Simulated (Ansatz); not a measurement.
**Cu: computed properties**

The calculation used DFT r2SCAN, scalar-relativistic, plane waves, PAW (Ansatz).

Cutoff 500 eV; k points 18×18×10 on the computed 2-atom cell (Γ-centred); Gaussian smearing, width 0.10 eV; no spin polarisation.

The structure is relaxed at this level of theory with its symmetry kept. This form isn't the element's structure at ambient conditions.

The structure is hexagonal, space group P6_3/mmc (No. 194). The conventional cell has a = 2.531 Å, b = 2.531 Å, c = 4.130 Å, α = 90.00°, β = 90.00°, γ = 120.00°. Cu (site symmetry -6m2) is surrounded by 12 Cu at 2.53 Å.

```json
{
  "Volume per atom": "11.45 Å³",
  "Formation energy from the elements' standard states (uncorrected)": "+0.011 eV/atom",
  "Generalised Kohn–Sham band gap": "none (metal)",
  "Density of states at the Fermi level": "0.64 states/eV per cell",
  "Bulk modulus": "161 GPa",
  "Its pressure derivative": "5.0",
  "Bader charges (e)": "Cu (2 in the cell) 0.00"
}
```